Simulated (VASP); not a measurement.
# Mo (Im-3m) in VASP: notebook

The runs below take Mo through single point, with PBE.

Everything below comes from runs of VASP 6.6.1. Logs are shortened: lines on timing, memory, paths and dates and some standing lists are left out, and cuts for length are marked.

### 1 The crystal as given

Symmetry: Im-3m, No. 229, cubic system. The conventional cell has a = 3.168 Å, b = 3.168 Å, c = 3.168 Å, α = 90.00°, β = 90.00°, γ = 90.00°. Mo (site symmetry m-3m) is surrounded by 8 Mo at 2.74 Å.

### 2 Single point, PBE

The input, INCAR:

```
ADDGRID = F
ALGO = Normal
EDIFF = 1E-7
ENCUT = 300
GGA = PE
ISIF = 2
ISMEAR = 1
LASPH = T
LCHARG = F
LREAL = F
LWAVE = F
NBANDS = 13
NELM = 100
PREC = Accurate
SIGMA = 0.2
```

The input, KPOINTS:

```
k-points
0
Gamma
  11 11 11
```

The input, POSCAR:

```
Mo
1.0
   -1.6018940000      1.6123050000      1.5868230000
    1.5840600000     -1.5829550000      1.5396390000
    1.5998790000      1.5809390000     -1.5574730000
Mo
1
Direct
   -0.0100820000     -0.0008690000      0.0196120000
```

Potentials or basis: VASP PAW PBE potentials, release 64 (Mo_sv).

Command:

```
cat potpaw_PBE.64/Mo_sv/POTCAR > POTCAR
mpirun -np 1 vasp_std > vasp.out
```

OUTCAR:

```text
EDIFF = 1E-7
   ENCUT = 300
   GGA = PE
   ISIF = 2
   ISMEAR = 1
   LASPH = T
   LREAL = F
   NELM = 100
   PREC = Accurate

 Found    666 irreducible k-points:

 Following reciprocal coordinates:
            Coordinates               Weight
  0.000000  0.000000  0.000000      1.000000
  0.090909 -0.000000  0.000000      2.000000
  0.181818 -0.000000  0.000000      2.000000
  0.272727 -0.000000  0.000000      2.000000
  0.363636  0.000000  0.000000      2.000000
  0.454545  0.000000  0.000000      2.000000
   k-points           NKPTS =    666   k-points in BZ     NKDIM =    666   number of bands    NBANDS=     13
   number of dos      NEDOS =    301   number of ions     NIONS =      1
   total plane-waves  NPLWV =   4096
   dimension x,y,z NGX =    16 NGY =   16 NGZ =   16
   dimension x,y,z NGXF=    32 NGYF=   32 NGZF=   32
   ions per type =               1
   NGX,Y,Z   is equivalent  to a cutoff of   9.60,  9.79,  9.72 a.u.
   NGXF,Y,Z  is equivalent  to a cutoff of  19.19, 19.58, 19.45 a.u.
 SYSTEM =  unknown system
   PREC   = accura    normal or accurate (medium, high low for compatibility)
   ISTART =      0    job   : 0-new  1-cont  2-samecut
   ICHARG =      2    charge: 1-file 2-atom 10-const
   ISPIN  =      1    spin polarized calculation?
   LNONCOLLINEAR =      F non collinear calculations
   LSORBIT =      F    spin-orbit coupling
   LASPH  =      T    aspherical Exc in radial PAW
   ENCUT  =  300.0 eV  22.05 Ry    4.70 a.u.   3.91  3.84  3.86*2*pi/ulx,y,z
   NELM   =    100;   NELMIN=  2; NELMDL= -5     # of ELM steps
   EDIFF  = 0.1E-06   stopping-criterion for ELM
   LREAL  =      F    real-space projection
   EDIFFG = 0.1E-05   stopping-criterion for IOM
   NSW    =      0    number of steps for IOM
   IBRION =     -1    ionic relax: 0-MD 1-quasi-New 2-CG
   NFREE  =      0    steps in history (QN), initial steepest desc. (CG)
   ISIF   =      2    stress and relaxation
   ISYM   =      2    0-nonsym 1-usesym 2-fastsym
   POTIM  = 0.5000    time-step for ionic-motion
   TEBEG  =    0.0;   TEEND  =   0.0 temperature during run
   PSTRESS=    0.0 pullay stress
   NELECT =      14.0000    total number of electrons
   NUPDOWN=      -1.0000    fix difference up-down
   EMIN   =  10.00;   EMAX   =-10.00  energy-range for DOS
   EFERMI =   0.00;   METHOD = LEGACY
   ISMEAR =     1;   SIGMA  =   0.20  broadening in eV -4-tet -1-fermi 0-gaus
   EFERMI_NEDOS =   21; number of points for ismear=-14 and -15
   IALGO  =     38    algorithm
   IMIX   =      4    mixing-type and parameters
     AMIX     =   0.40;   BMIX     =  1.00
     AMIX_MAG =   1.60;   BMIX_MAG =  1.00
  volume/ion in A,a.u.               =      15.89       107.24
  Fermi-wavevector in a.u.,A,eV,Ry     =   1.569380  2.965697 33.510502  2.462952
  Thomas-Fermi vector in A             =   2.671271
   LORBIT       =      0    0 simple, 1 ext, 2 COOP (PROOUT), +10 PAW based schemes
   GGA     = PE    functional components
   LHFCALC =     F    Hartree Fock is set to
   AEXX    =    0.0000 exact exchange contribution
   IVDW    =     0    specifies the selected vdW correction
   LEPSILON=     F    determine dielectric tensor
   LRPA    =     F    only Hartree local field effects (RPA)
 non-spin polarized calculation
 Methfessel and Paxton  Order N= 1 SIGMA  =   0.20
  energy-cutoff  :      300.00
  volume of cell :       15.89
 maximum number of plane-waves:       198
   NGX =  7   NGY =  7   NGZ =  7

 number of electron      13.9999998 magnetization

 Free energy of the ion-electron system (eV)
  ---------------------------------------------------
  ext. energy  EPLUGINS =         0.00000000
  ---------------------------------------------------
  free energy    TOTEN  =       -10.90794629 eV

  energy without entropy =      -10.90533909  energy(sigma->0) =      -10.90707722

 E-fermi :  12.2594     XC(G=0): -13.2993

 val. band max:       12.2575403487   @ k =  -0.0000  -0.4545   0.0909
 cond. band min:      12.2596096798   @ k =  -0.1818   0.1818   0.1818
 fundamental gap:      0.0020693312
 Fermi energy:        12.2593543927

 k-point     1 :       0.0000    0.0000    0.0000
  band No.  band energies     occupation
      1     -48.9117      2.00000
      2     -22.2580      2.00000
      3     -22.2319      2.00000
      4     -22.2053      2.00000
      5       5.1487      2.00000
      6      10.7677      2.00000
      7      11.0590      2.00000
      8      11.1902      2.00000
      9      13.8267     -0.00000
     10      14.1242     -0.00000
     11      26.9273      0.00000
     12      27.0284      0.00000
     13      27.4770      0.00000

 k-point     2 :       0.0909   -0.0000    0.0000
  band No.  band energies     occupation
      1     -48.8933      2.00000
      2     -22.3628      2.00000
      3     -22.2663      2.00000
      4     -22.2092      2.00000
      5       5.4981      2.00000
      6      10.6180      2.00000
      7      10.9870      2.00000
      8      11.4729      2.00000
      9      13.7453     -0.00000
     10      14.0118     -0.00000
     11      27.4352      0.00000
     12      27.5956      0.00000
     13      27.8241      0.00000

 k-point     3 :       0.1818   -0.0000    0.0000
  band No.  band energies     occupation
      1     -48.8440      2.00000
      2     -22.6476      2.00000
      3     -22.3530      2.00000
      4     -22.2149      2.00000
      5       6.3969      2.00000
      6      10.1691      2.00000
      7      10.7500      2.00000
      8      12.3898      0.11591
      9      13.5685     -0.00000
     10      14.0483     -0.00000
     11      27.7254      0.00000
     12      28.5795      0.00000
     13      29.2936      0.00000

 k-point     4 :       0.2727   -0.0000    0.0000
  band No.  band energies     occupation
      1     -48.7783      2.00000
      2     -23.0089      2.00000
      3     -22.4644      2.00000
      4     -22.2216      2.00000
      5       7.2406      2.00000
      6       9.6289      2.00000
      7      10.8561      2.00000
      8      13.7113     -0.00000
      9      13.8068     -0.00000
     10      14.2445     -0.00000
     11      26.8237      0.00000
     12      27.8133      0.00000
     13      31.7371      0.00000

 k-point     5 :       0.3636    0.0000    0.0000
  band No.  band energies     occupation
      1     -48.7173      2.00000
      2     -23.3301      2.00000
      3     -22.5650      2.00000
      4     -22.2277      2.00000
      5       7.3290      2.00000
      6       9.1812      2.00000
      7      12.0542      2.05524
      8      14.0216     -0.00000
      9      14.5326     -0.00000
     10      15.4416     -0.00000
     11      25.3674      0.00000
     12      25.6944      0.00000
     13      31.8532      0.00000

 k-point     6 :       0.4545    0.0000    0.0000
  band No.  band energies     occupation
      1     -48.6809      2.00000
      2     -23.5165      2.00000
      3     -22.6240      2.00000
      4     -22.2313      2.00000
      5       7.1440      2.00000
      6       8.9338      2.00000
      7      13.4884     -0.00000
      8      14.1676     -0.00000
      9      14.7658     -0.00000
     10      16.6888      0.00000
     11      23.8351      0.00000
     12      24.5085      0.00000
     13      29.7369      0.00000

 [... further k-points ...]

------------------------ aborting loop because EDIFF is reached ----------------------------------------

  FORCE on cell =-STRESS in cart. coord.  units (eV):
  Direction    XX          YY          ZZ          XY          YZ          ZX
  --------------------------------------------------------------------------------------
  -------------------------------------------------------------------------------------
  Total       -0.2284066     -0.3033849      0.2063627      0.0030617     -0.0797975      0.0463047
  in kB      -23.0277101    -30.5869404     20.8052712      0.3086799     -8.0451006      4.6683859
  external PRESSURE =     -10.9364597 kB  Pullay stress =       0.0000000 kB

 VOLUME and BASIS-vectors are now :
 -----------------------------------------------------------------------------
  energy-cutoff  :      300.00
  volume of cell :       15.89
      direct lattice vectors                 reciprocal lattice vectors
    -1.601894000  1.612305000  1.586823000     0.001971750  0.310249238  0.316949110
     1.584060000 -1.582955000  1.539639000     0.315876418 -0.002757309  0.321678072
     1.599879000  1.580939000 -1.557473000     0.314268351  0.313370033 -0.001149142

 POSITION                                       TOTAL-FORCE (eV/Angst)
 -----------------------------------------------------------------------------------
      0.02832      0.04548      3.07858         0.000000     -0.000000      0.000000
 -----------------------------------------------------------------------------------
    total drift:                                0.000008      0.000044     -0.000005

  FREE ENERGIE OF THE ION-ELECTRON SYSTEM (eV)
  ---------------------------------------------------
  free  energy   TOTEN  =       -10.9079462911 eV

  energy  without entropy=      -10.9053390871  energy(sigma->0) =      -10.90707722
```

It took 13 s on 1 thread of Intel Xeon 6975P-C (Granite Rapids), shared host; peak memory 0.16 GiB.

The run converged, but some of its settings lie outside the range that counts as converged, so its numbers aren't taken as properties of the crystal.

Results:

```yaml
Free_energy: -10.9079 eV
Pressure: -1.1 GPa
Band_gap_on_the_k_mesh: none (metal or under the smearing width)
```

Caveat: the cutoff is under 1.25 times the usual one of these potentials, so pressure, stress and relaxed cells hold a basis-set (Pulay) error.

### 3 Single point, PBE

Edit INCAR of step 2 so:

```diff
@@ -3,3 +3,3 @@
 EDIFF = 1E-7
-ENCUT = 300
+ENCUT = 350
 GGA = PE
```

KPOINTS is that of step 2.

The input, POSCAR:

```
Mo
1.0
   -1.5838089719      1.5838089719      1.5838089719
    1.5838089719     -1.5838089719      1.5838089719
    1.5838089719      1.5838089719     -1.5838089719
Mo
1
Direct
    0.0000000000      0.0000000000      0.0000000000
```

Potentials or basis: VASP PAW PBE potentials, release 64 (Mo_sv).

Command:

```
cat potpaw_PBE.64/Mo_sv/POTCAR > POTCAR
mpirun -np 1 vasp_std > vasp.out
```

Run time: 5 s. Hardware: 1 thread of Intel Xeon 6975P-C (Granite Rapids), shared host; peak memory 0.11 GiB.

These settings aren't checked as converged: the numbers below hold their error.

Results:

- Free energy: -10.9080 eV
- Pressure: -2.3 GPa
- Band gap on the k mesh: none (metal or under the smearing width)

### 4 Single point, PBE

INCAR is that of step 3.

KPOINTS is that of step 3.

The input, POSCAR:

```
Mo
1.0
   -1.6018940000      1.6123050000      1.5868230000
    1.5840600000     -1.5829550000      1.5396390000
    1.5998790000      1.5809390000     -1.5574730000
Mo
1
Direct
   -0.0100820000     -0.0008690000      0.0196120000
```

Command:

```
cat potpaw_PBE.64/Mo_sv/POTCAR > POTCAR
mpirun -np 1 vasp_std > vasp.out
```

Wall time 33 s (1 thread of Intel Xeon 6975P-C (Granite Rapids), shared host); peak memory 0.17 GiB.

The run converged, but some of its settings lie outside the range that counts as converged, so its numbers aren't taken as properties of the crystal.

Results:

* Free energy: -10.9044 eV
* Pressure: -2.2 GPa
* Band gap on the k mesh: none (metal or under the smearing width)

### 5 Single point, PBE

Edit INCAR of step 4 so:

```diff
@@ -3,3 +3,3 @@
 EDIFF = 1E-7
-ENCUT = 350
+ENCUT = 400
 GGA = PE
```

KPOINTS is that of step 4.

The input, POSCAR:

```
Mo
1.0
   -1.5838089719      1.5838089719      1.5838089719
    1.5838089719     -1.5838089719      1.5838089719
    1.5838089719      1.5838089719     -1.5838089719
Mo
1
Direct
    0.0000000000      0.0000000000      0.0000000000
```

Command:

```
cat potpaw_PBE.64/Mo_sv/POTCAR > POTCAR
mpirun -np 1 vasp_std > vasp.out
```

Wall time 4.8 s (1 thread of Intel Xeon 6975P-C (Granite Rapids), shared host); peak memory 0.11 GiB.

The run converged, but some of its settings lie outside the range that counts as converged, so its numbers aren't taken as properties of the crystal.

Results:

- Free energy: -10.9106 eV
- Pressure: -1.7 GPa
- Band gap on the k mesh: none (metal or under the smearing width)
